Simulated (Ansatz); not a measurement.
An element in the fcc structure gives these cold pressures by all-electron LAPW under PBE (Ansatz 0.2.0, scalar-relativistic, no spin polarisation).

| V (Å³/atom) | P (GPa) |
| --- | --- |
| 5.89 | 0.06 |
| 5.42 | 26.5 |
| 4.94 | 65.3 |
| 4.47 | 123.3 |
| 4.00 | 210.7 |
| 3.53 | 346.5 |
| 3.06 | 566.4 |
| 2.65 | 881.7 |

Which element is it?

B. Its zero-pressure volume in this structure is near 5.9 Å³/atom; the volume and the steepness of P(V) together point to it, though neighbours can come close. Other candidates weren't computed, and some may come near.
